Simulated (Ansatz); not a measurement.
# 64-atom supercell of rocksalt CaO

What do PBEsol, HSE06 and r²SCAN give for the perfect crystal in this cell, and at what cost?

Program: Ansatz 0.2.0, PAW, plane waves. These are calculated values, not measurements.

## 1. Starting point

64 atoms (32 O, 32 Ca); a = 9.535 Å, b = 9.535 Å, c = 9.535 Å, α = 90.00°, β = 90.00°, γ = 90.00°.

The runs, in order: (2) PBEsol cell relaxation at the single k point (½, ½, ½), on 7 threads of Arm Neoverse-V2; (3) HSE06 single point at the Γ point alone, on 7 threads of Arm Neoverse-V2; (4) r²SCAN single point at the Γ point alone, on 7 threads of Arm Neoverse-V2.

## 2. Relaxing cell and atoms with PBEsol

The input, in.yaml:

```yaml
crystal:
  lattice:
    - [9.535200, 0.000000, 0.000000]
    - [0.000000, 9.535200, 0.000000]
    - [0.000000, 0.000000, 9.535200]
  atoms:
    - { symbol: O, position: [0.250000, 0.000000, 0.000000] }
    - { symbol: O, position: [0.250000, 0.000000, 0.500000] }
    - { symbol: O, position: [0.250000, 0.500000, 0.000000] }
    - { symbol: O, position: [0.250000, 0.500000, 0.500000] }
    - { symbol: O, position: [0.750000, 0.000000, 0.000000] }
    - { symbol: O, position: [0.750000, 0.000000, 0.500000] }
    - { symbol: O, position: [0.750000, 0.500000, 0.000000] }
    - { symbol: O, position: [0.750000, 0.500000, 0.500000] }
    - { symbol: O, position: [0.000000, 0.250000, 0.000000] }
    - { symbol: O, position: [0.000000, 0.250000, 0.500000] }
    - { symbol: O, position: [0.000000, 0.750000, 0.000000] }
    - { symbol: O, position: [0.000000, 0.750000, 0.500000] }
    - { symbol: O, position: [0.500000, 0.250000, 0.000000] }
    - { symbol: O, position: [0.500000, 0.250000, 0.500000] }
    - { symbol: O, position: [0.500000, 0.750000, 0.000000] }
    - { symbol: O, position: [0.500000, 0.750000, 0.500000] }
    - { symbol: O, position: [0.000000, 0.000000, 0.250000] }
    - { symbol: O, position: [0.000000, 0.000000, 0.750000] }
    - { symbol: O, position: [0.000000, 0.500000, 0.250000] }
    - { symbol: O, position: [0.000000, 0.500000, 0.750000] }
    - { symbol: O, position: [0.500000, 0.000000, 0.250000] }
    - { symbol: O, position: [0.500000, 0.000000, 0.750000] }
    - { symbol: O, position: [0.500000, 0.500000, 0.250000] }
    - { symbol: O, position: [0.500000, 0.500000, 0.750000] }
    - { symbol: O, position: [0.250000, 0.250000, 0.250000] }
    - { symbol: O, position: [0.250000, 0.250000, 0.750000] }
    - { symbol: O, position: [0.250000, 0.750000, 0.250000] }
    - { symbol: O, position: [0.250000, 0.750000, 0.750000] }
    - { symbol: O, position: [0.750000, 0.250000, 0.250000] }
    - { symbol: O, position: [0.750000, 0.250000, 0.750000] }
    - { symbol: O, position: [0.750000, 0.750000, 0.250000] }
    - { symbol: O, position: [0.750000, 0.750000, 0.750000] }
    - { symbol: Ca, position: [0.000000, 0.000000, 0.000000] }
    - { symbol: Ca, position: [0.000000, 0.000000, 0.500000] }
    - { symbol: Ca, position: [0.000000, 0.500000, 0.000000] }
    - { symbol: Ca, position: [0.000000, 0.500000, 0.500000] }
    - { symbol: Ca, position: [0.500000, 0.000000, 0.000000] }
    - { symbol: Ca, position: [0.500000, 0.000000, 0.500000] }
    - { symbol: Ca, position: [0.500000, 0.500000, 0.000000] }
    - { symbol: Ca, position: [0.500000, 0.500000, 0.500000] }
    - { symbol: Ca, position: [0.250000, 0.250000, 0.000000] }
    - { symbol: Ca, position: [0.250000, 0.250000, 0.500000] }
    - { symbol: Ca, position: [0.250000, 0.750000, 0.000000] }
    - { symbol: Ca, position: [0.250000, 0.750000, 0.500000] }
    - { symbol: Ca, position: [0.750000, 0.250000, 0.000000] }
    - { symbol: Ca, position: [0.750000, 0.250000, 0.500000] }
    - { symbol: Ca, position: [0.750000, 0.750000, 0.000000] }
    - { symbol: Ca, position: [0.750000, 0.750000, 0.500000] }
    - { symbol: Ca, position: [0.250000, 0.000000, 0.250000] }
    - { symbol: Ca, position: [0.250000, 0.000000, 0.750000] }
    - { symbol: Ca, position: [0.250000, 0.500000, 0.250000] }
    - { symbol: Ca, position: [0.250000, 0.500000, 0.750000] }
    - { symbol: Ca, position: [0.750000, 0.000000, 0.250000] }
    - { symbol: Ca, position: [0.750000, 0.000000, 0.750000] }
    - { symbol: Ca, position: [0.750000, 0.500000, 0.250000] }
    - { symbol: Ca, position: [0.750000, 0.500000, 0.750000] }
    - { symbol: Ca, position: [0.000000, 0.250000, 0.250000] }
    - { symbol: Ca, position: [0.000000, 0.250000, 0.750000] }
    - { symbol: Ca, position: [0.000000, 0.750000, 0.250000] }
    - { symbol: Ca, position: [0.000000, 0.750000, 0.750000] }
    - { symbol: Ca, position: [0.500000, 0.250000, 0.250000] }
    - { symbol: Ca, position: [0.500000, 0.250000, 0.750000] }
    - { symbol: Ca, position: [0.500000, 0.750000, 0.250000] }
    - { symbol: Ca, position: [0.500000, 0.750000, 0.750000] }
kpoints:
  mp_grid: { grid: [1, 1, 1], shift: [0.5, 0.5, 0.5] }
hamiltonian:
  xc: pbesol
scf:
  occupations: { method: fermi_dirac, width: 0.01 }
relax:
  f_tol: 0.03
  max_steps: 80
  escape_saddle: false
  adjacent_minimum: "off"
  cell: { fix: [shape] }
output:
  forces: true
  eigenvalues: true
  populations: true
```

The runs that follow: HSE06 single point; r²SCAN on the same atoms.

Before running it: what results should come out? Wanted: for each run, top filled to lowest empty; energy; pressure.

As calculated:

| level | time | k points | top filled to lowest empty (eV) | energy (eV/atom) | pressure (GPa) |
| --- | --- | --- | --- | --- | --- |
| PBEsol, relaxation | 22 s (7 CPU threads) | (½, ½, ½) | 6.09 | -1179.0932 | 0.00 |
| HSE06 | 3.2 min (7 CPU threads) | Γ | 5.27 | -1194.1110 | - |
| r²SCAN | 15 s (7 CPU threads) | Γ | 4.13 | -1197.0018 | - |

```
     quantity                                                                      value
   relaxation                                           6 recorded steps, 0.01 eV gained
largest shift                                                                     0.00 Å
 relaxed cell  a = 9.504 Å, b = 9.504 Å, c = 9.504 Å, α = 90.00°, β = 90.00°, γ = 90.00°
```

**What this shows.** Relaxation gains 0.01 eV and leaves the fractional positions as they were, while the volume changes by -1.0 %. At the same k points, r²SCAN gives a spacing 1.14 eV smaller than the 5.27 eV of HSE06. The relaxation ran on other k points, so part of any difference from the later rows can come from the mesh. The price of HSE06 is about 13 times the time of r²SCAN here. With one k point the spacing samples only the states that fold onto it, so it can exceed the gap over the zone.
